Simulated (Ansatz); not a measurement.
Wurtzite BeO was calculated with revPBE (PAW; Ansatz, a program for electronic structure).

Run with plane-wave cutoff 520 eV, 18×18×8 k mesh (along the axes of the cell as run), Fermi–Dirac smearing 0.01 eV, scalar-relativistic PAW data made under PBE.

The cell is scaled about its equilibrium volume (c/a stays at 1.624):

Shape and atoms are relaxed at each volume.

```tsv
V (Å³/atom)	P (GPa)	direct gap at Γ (eV)
6.861	8.82	7.737
7.004	4.20	7.525
7.147	-0.01	7.321
7.290	-3.83	7.122
7.433	-7.31	6.932
```

A straight line through the gaps at Γ against ln V gives a volume deformation potential dE_g(Γ)/d ln V of -10.1 eV: the gap at Γ widens under compression.

Measured, for comparison: band gap 11.29 eV (zero-point renormalisation of 699 meV (computed, non-adiabatic AHC, without the lattice-expansion part) added back here; inputs from Miglio et al. (2020), arXiv:2011.12765).

Note: the bulk modulus comes from volumes at which shape and atoms were relaxed.
